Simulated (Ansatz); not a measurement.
**Relativity in Sn**

```yaml
crystal:
  lattice:
    - [-1.59075, 1.59075, 2.91565]
    - [1.59075, -1.59075, 2.91565]
    - [1.59075, 1.59075, -2.91565]
  atoms:
    - { symbol: Sn, position: [0.00000, 0.00000, 0.00000] }
```

The cell is COD entry 1540069, as deposited and not checked against the literature; nothing was relaxed.

One fixed cell is solved with PBE by all-electron LAPW in Ansatz 0.2.0 under different relativistic treatments. Pressure is positive in compression.

Numerical set-up: a Γ-centred 18×18×18 k mesh, Fermi–Dirac smearing of 0.03 eV, basis error target 1 meV/atom, no spin polarisation.

```json
{"setting": "scalar-relativistic", "P (GPa)": "-1.64", "lowest level at Γ above −25 eV, from the valence-band top or, without a gap, the Fermi level (eV)": "?"}
{"setting": "non-relativistic", "P (GPa)": "?", "lowest level at Γ above −25 eV, from the valence-band top or, without a gap, the Fermi level (eV)": "-23.07"}
{"setting": "with spin–orbit coupling", "P (GPa)": "-1.63", "lowest level at Γ above −25 eV, from the valence-band top or, without a gap, the Fermi level (eV)": "-22.13"}
```

(1) Fill in "P (GPa)" for the row "non-relativistic".

(2) Fill in "lowest level at Γ above −25 eV, from the valence-band top or, without a gap, the Fermi level (eV)" for the row "scalar-relativistic".

Answers

(1) -1.79.

(2) -21.66.
